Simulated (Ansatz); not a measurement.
## Generalised stacking fault in HfO₂

Theory: DFT PBE, scalar-relativistic, plane waves, PAW (Ansatz 0.2.0). Settings: plane waves to 420 eV, k-mesh 6×6×3 (Γ-centred), Gaussian smearing 0.05 eV. Spin–orbit coupling is left out, which can shift energies with elements as heavy as these. No spin polarisation. Energies are free energies at this smearing, counted from the undisturbed cell; pressure is positive in compression.

Zero of the scan (relaxed at this level; this fluorite-type form isn't the usual structure):

```yaml
crystal:
  lattice:
    - [-2.54881, -2.54881, 0.00000]
    - [2.54881, -2.54881, 0.00000]
    - [0.00000, 0.00000, 10.19522]
  atoms:
    - { symbol: Hf, position: [0.50000, 0.50000, 0.18750] }
    - { symbol: Hf, position: [0.00000, 0.00000, 0.43750] }
    - { symbol: Hf, position: [0.50000, 0.50000, 0.68750] }
    - { symbol: Hf, position: [0.00000, 0.00000, 0.93750] }
    - { symbol: O, position: [0.50000, 0.00000, 0.06250] }
    - { symbol: O, position: [0.00000, 0.50000, 0.31250] }
    - { symbol: O, position: [0.50000, 0.00000, 0.56250] }
    - { symbol: O, position: [0.00000, 0.50000, 0.81250] }
    - { symbol: O, position: [0.50000, 0.00000, 0.31250] }
    - { symbol: O, position: [0.00000, 0.50000, 0.56250] }
    - { symbol: O, position: [0.50000, 0.00000, 0.81250] }
    - { symbol: O, position: [0.00000, 0.50000, 0.06250] }
```

The cut lies on the cell's a–b face, a (0 0 1) plane (indices in the standard cell, whose axes needn't be the Cartesian ones shown) of area 12.99 Å², between layers 1.27 Å apart. Vector c is tilted by f times 1·a − 1·b (length 5.098 Å) with the atoms' Cartesian places fixed: one unrelaxed fault a cell.

```csv
f,γ (mJ/m²)
0.0000,0
0.0833,449
0.1667,1779
0.2500,3120
0.3333,3443
0.4167,3436
0.5000,3583
```

Task: Predict the shear traction, the slope of γ along the slip (GPa) at each point.

Result:
```tsv
f	shear traction, the slope of γ along the slip (GPa)
0.0000	0.0
0.0833	21.7
0.1667	37.2
0.2500	20.5
0.3333	-1.3
0.4167	3.4
0.5000	0.0
```

Cost: 7 runs of about 3.5 core-minutes in all, on Intel Xeon Platinum 8375C (Ice Lake) (shared hosts).